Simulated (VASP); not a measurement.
# SnSe (Fm-3m) in VASP: further runs, part 2 of 2

VASP 6.6.1. Earlier steps stand in the parts before.

## Step 3: Single point, LDA, spin-orbit coupling, no magnetisation

File INCAR:

```
ALGO = Normal ; EDIFF = 1E-7
ENCUT = 400 ; GGA_COMPAT = F
ISIF = 2 ; ISMEAR = 0
LASPH = T ; LCHARG = F
LORBIT = 11 ; LREAL = F
LSORBIT = T ; LWAVE = F
MAGMOM = 0 0 0 0 0 0 ; NBANDS = 36
NELM = 100 ; PREC = Accurate
SIGMA = 0.02
```

File KPOINTS:

```
k-points
0
Gamma
  4 4 4
```

File POSCAR:

```
SnSe
1.0
    0.0000000000      3.0100000000      3.0100000000
    3.0100000000      0.0000000000      3.0100000000
    3.0100000000      3.0100000000      0.0000000000
Sn Se
1 1
Direct
    0.0000000000      0.0000000000      0.0000000000
    0.5000000000      0.5000000000      0.5000000000
```

Potentials or basis: VASP PAW LDA potentials, release 64 (Sn_d, Se).

The run is started by

```console
cat potpaw_LDA.64/Sn_d/POTCAR potpaw_LDA.64/Se/POTCAR > POTCAR
mpirun -np 1 vasp_ncl > vasp.out
```

OUTCAR:

```text
EDIFF = 1E-7
   ENCUT = 400
   ISIF = 2
   ISMEAR = 0
   LASPH = T
   LORBIT = 11
   LREAL = F
   LSORBIT = T
   NELM = 100
   PREC = Accurate

 Found      8 irreducible k-points:

 Following reciprocal coordinates:
            Coordinates               Weight
  0.000000  0.000000  0.000000      1.000000
  0.250000  0.000000  0.000000      8.000000
  0.500000  0.000000  0.000000      4.000000
  0.250000  0.250000  0.000000      6.000000
  0.500000  0.250000  0.000000     24.000000
 -0.250000  0.250000  0.000000     12.000000
   k-points           NKPTS =      8   k-points in BZ     NKDIM =      8   number of bands    NBANDS=     36
   number of dos      NEDOS =    301   number of ions     NIONS =      2
   total plane-waves  NPLWV =  21952
   dimension x,y,z NGX =    28 NGY =   28 NGZ =   28
   dimension x,y,z NGXF=    56 NGYF=   56 NGZF=   56
   ions per type =               1   1
   NGX,Y,Z   is equivalent  to a cutoff of  10.94, 10.94, 10.94 a.u.
   NGXF,Y,Z  is equivalent  to a cutoff of  21.87, 21.87, 21.87 a.u.
 SYSTEM =  unknown system
   PREC   = accura    normal or accurate (medium, high low for compatibility)
   ISTART =      0    job   : 0-new  1-cont  2-samecut
   ICHARG =      2    charge: 1-file 2-atom 10-const
   ISPIN  =      1    spin polarized calculation?
   LNONCOLLINEAR =      T non collinear calculations
[... 326 lines left out ...]
     0.0000000     0.0000000     0.0000000     0.0000000     0.0000000     0.0000000     0.0000000
     0.0000000     0.0000000     0.0000000     0.0000000     0.0000000     0.0000000     0.0000000
     0.0000000     0.0000000     0.0000000     0.0000000     0.0000000     0.0000000     0.0000000
     0.0000000     0.0000000     0.0000000     0.0000000     0.0000000     0.0000000     0.0000000

 Ion:    2  E_soc:     -0.0441789
 l=   1
     0.0000000    -0.0073747    -0.0073747
    -0.0073747     0.0000000    -0.0073747
    -0.0073747    -0.0073747     0.0000000
 l=   2
     0.0000000    -0.0000032     0.0000000    -0.0000032     0.0000147
    -0.0000032     0.0000000     0.0000110    -0.0000032     0.0000037
     0.0000000     0.0000110     0.0000000     0.0000110     0.0000000
    -0.0000032    -0.0000032     0.0000110     0.0000000     0.0000037
     0.0000147     0.0000037     0.0000000     0.0000037     0.0000000
 l=   3
     0.0000000     0.0000000     0.0000000     0.0000000     0.0000000     0.0000000     0.0000000
     0.0000000     0.0000000     0.0000000     0.0000000     0.0000000     0.0000000     0.0000000
     0.0000000     0.0000000     0.0000000     0.0000000     0.0000000     0.0000000     0.0000000
     0.0000000     0.0000000     0.0000000     0.0000000     0.0000000     0.0000000     0.0000000
     0.0000000     0.0000000     0.0000000     0.0000000     0.0000000     0.0000000     0.0000000
     0.0000000     0.0000000     0.0000000     0.0000000     0.0000000     0.0000000     0.0000000
     0.0000000     0.0000000     0.0000000     0.0000000     0.0000000     0.0000000     0.0000000

 total charge

# of ion       s       p       d       tot
------------------------------------------
    1        1.363   0.709   9.985  12.057
    2        1.496   2.253   0.026   3.776
--------------------------------------------------
tot          2.859   2.962  10.011  15.833

 magnetization (x)

# of ion       s       p       d       tot
------------------------------------------
    1        0.000   0.000   0.000   0.000
    2        0.000  -0.000   0.000  -0.000
--------------------------------------------------
tot          0.000  -0.000   0.000   0.000

 magnetization (y)

# of ion       s       p       d       tot
------------------------------------------
    1       -0.000  -0.000   0.000  -0.000
    2        0.000   0.000   0.000   0.000
--------------------------------------------------
tot         -0.000  -0.000   0.000  -0.000

 magnetization (z)

# of ion       s       p       d       tot
------------------------------------------
    1        0.000  -0.000  -0.000  -0.000
    2       -0.000  -0.000   0.000  -0.000
--------------------------------------------------
tot         -0.000  -0.000  -0.000  -0.000
```

OSZICAR:

```text
N       E                     dE             d eps       ncg     rms          rms(c)
DAV:   1     0.170146204471E+03    0.17015E+03   -0.75530E+03   616   0.119E+03
DAV:   2     0.160500185949E+02   -0.15410E+03   -0.14612E+03   588   0.373E+02
DAV:   3    -0.864420550894E+01   -0.24694E+02   -0.24240E+02   672   0.123E+02
DAV:   4    -0.973215855625E+01   -0.10880E+01   -0.10859E+01   720   0.284E+01
DAV:   5    -0.975983738085E+01   -0.27679E-01   -0.27676E-01   812   0.466E+00    0.341E+00
DAV:   6    -0.960395928689E+01    0.15588E+00   -0.29033E-01   756   0.371E+00    0.209E+00
DAV:   7    -0.959940361320E+01    0.45557E-02   -0.64036E-02   732   0.113E+00    0.976E-01
DAV:   8    -0.959785230984E+01    0.15513E-02   -0.45705E-03   700   0.523E-01    0.470E-01
DAV:   9    -0.959772409105E+01    0.12822E-03   -0.46037E-04   636   0.151E-01    0.591E-02
DAV:  10    -0.959768886212E+01    0.35229E-04   -0.22730E-04   756   0.105E-01    0.270E-02
DAV:  11    -0.959768986711E+01   -0.10050E-05   -0.37880E-05   696   0.444E-02    0.555E-03
DAV:  12    -0.959769002536E+01   -0.15825E-06   -0.19059E-06   752   0.927E-03    0.298E-03
DAV:  13    -0.959769004111E+01   -0.15745E-07   -0.14177E-07   568   0.212E-03
   1 F= -.95976900E+01 E0= -.95976900E+01  d E =-.577363E-45  mag=    -0.0000    -0.0000     0.0000
```

Run time: 11 s. Hardware: 1 thread of Intel Xeon 6975P-C (Granite Rapids), shared host; peak memory 0.2 GiB.

The run converged, but some of its settings lie outside the range that counts as converged, so its numbers aren't taken as properties of the crystal.

Results:

| Property | Result |
| --- | --- |
| Free energy | -9.5977 eV |
| Pressure | -4.6 GPa |
| Valence electrons inside the program's atomic spheres | Sn 12.06; Se 3.78 |

Caveat: the k mesh is coarse (spacing up to 0.45 Å⁻¹), so the values aren't converged.

## Step 4: Single point, LDA, spin-orbit coupling, no magnetisation

INCAR, as its differences from that of step 3:

```diff
@@ -1,3 +1,3 @@
 ALGO = Normal ; EDIFF = 1E-7
-ENCUT = 400 ; GGA_COMPAT = F
+ENCUT = 520 ; GGA_COMPAT = F
 ISIF = 2 ; ISMEAR = 0
```

KPOINTS is that of step 3.

POSCAR is that of step 3.

The run is started by

```console
cat potpaw_LDA.64/Sn_d/POTCAR potpaw_LDA.64/Se/POTCAR > POTCAR
mpirun -np 1 vasp_ncl > vasp.out
```

Wall time 14 s (1 thread of Intel Xeon 6975P-C (Granite Rapids), shared host); peak memory 0.24 GiB.

The run converged, but some of its settings lie outside the range that counts as converged, so its numbers aren't taken as properties of the crystal.

Results:

```
Free energy                                           : -9.5980 eV
Pressure                                              : -4.6 GPa
Valence electrons inside the program's atomic spheres : Sn 12.06; Se 3.77
```

Caveat: the k mesh is coarse (spacing up to 0.45 Å⁻¹), so the values aren't converged.

## Step 5: The reference run

An earlier run on the cell as given: functional PBEsol; potentials or basis VASP PAW PBE potentials, release 64 (Sn_d, Se); cutoff 520 eV; k mesh 8 × 8 × 8; occupations fermi-dirac, width 0.05 eV; no spin polarisation.

* Pressure: -1.9 GPa
* Band gap on the k mesh: 0.65 eV, direct
